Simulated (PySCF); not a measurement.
An unknown is described by computed data only.

Formula: C7H10.

* Dipole: 0.36 D [PBE0/pcSseg-1]
* Couplings: largest of the computed one-bond spin–spin couplings (means over like bonds): 13C–1H +176.7 (×2), 13C–1H +150.9 (×2), 13C–1H +143.7, 13C–1H +142.0 (×2), 13C–1H +136.4 (×2), 13C–1H +135.9, 13C–13C +71.2, 13C–13C +43.1 Hz [B3LYP/pcJ-1, spin–dipole term left out]
* 1H NMR: chemical shifts (computed TMS as zero) by class: 6.27 (2 H), 2.63 (2 H), 1.61 (2 H), 1.27 (1 H), 0.95 (1 H), 0.91 (2 H) ppm [GIAO PBE0/pcSseg-1]
* 13C NMR: chemical shifts (computed TMS as zero) by class: 145.6 (2 C), 51.9 (1 C), 44.6 (2 C), 27.0 (2 C) ppm [GIAO PBE0/pcSseg-1]
* Rotational structure: rotational constants A, B, C: 3.958, 3.453, 3.033 GHz [PBE0-D3(BJ)/def2-SVP]

Electronic properties: PySCF, gas phase, density fitting. Levels stand in brackets. Isolated species at its PBE0-D3(BJ)/def2-SVP geometry, gas phase. NMR values are class means; diastereotopic atoms form classes of their own.

Question: What is the compound? Reason from the data.

Answer: Numbering: `[CH:1]1=[CH:2][C@H:3]2[CH2:4][CH2:5][C@@H:6]1[CH2:7]2`. Its formula, C7H10, gives 3 degrees of unsaturation: 2 rings and 1 π bond in the structure found. 7 carbons fall into 4 classes; from least to most shielded: alkene CH carbon [C1/C2] (145.6 ppm, 2 C), ring CH2 carbon [C7] (51.9 ppm), sp3 carbon at a ring junction [C3/C6] (44.6 ppm, 2 C), ring CH2 carbon [C4/C5] (27.0 ppm, 2 C). Hydrogen classes from least to most shielded: 2 H on 2 alkene CH carbons, C1/C2 (6.27 ppm), 2 H on 2 like atoms (sp3 carbon at a ring junction), C3/C6 (2.63 ppm), 2 H on 2 ring CH2 carbons, C4/C5 (1.61 ppm), 1 H on a ring CH2 carbon, C7 (1.27 ppm), 1 H on a ring CH2 carbon, C7 (0.95 ppm), 2 H on 2 ring CH2 carbons, C4/C5 (0.91 ppm). The couplings run between: +176.7 Hz, alkene CH carbon [C1] and its hydrogen (with 1 like pair); +150.9 Hz, sp3 carbon at a ring junction [C3] and its hydrogen (with 1 like pair); +143.7 Hz, ring CH2 carbon [C7] and its hydrogen; +142.0 Hz, ring CH2 carbon [C4] and its hydrogen (with 1 like pair); +136.4 Hz, ring CH2 carbon [C4] and its hydrogen (with 1 like pair); +135.9 Hz, ring CH2 carbon [C7] and its hydrogen; +71.2 Hz, alkene CH carbon [C1] and alkene CH carbon [C2]; +43.1 Hz, ring CH2 carbon [C4] and ring CH2 carbon [C5]. The optimised geometry has point group Cs and is an asymmetric top. Structure: norbornene, `C1=C[C@H]2CC[C@@H]1C2`. The assignments are read from this structure; whether some other isomer fits the data as well wasn't checked.
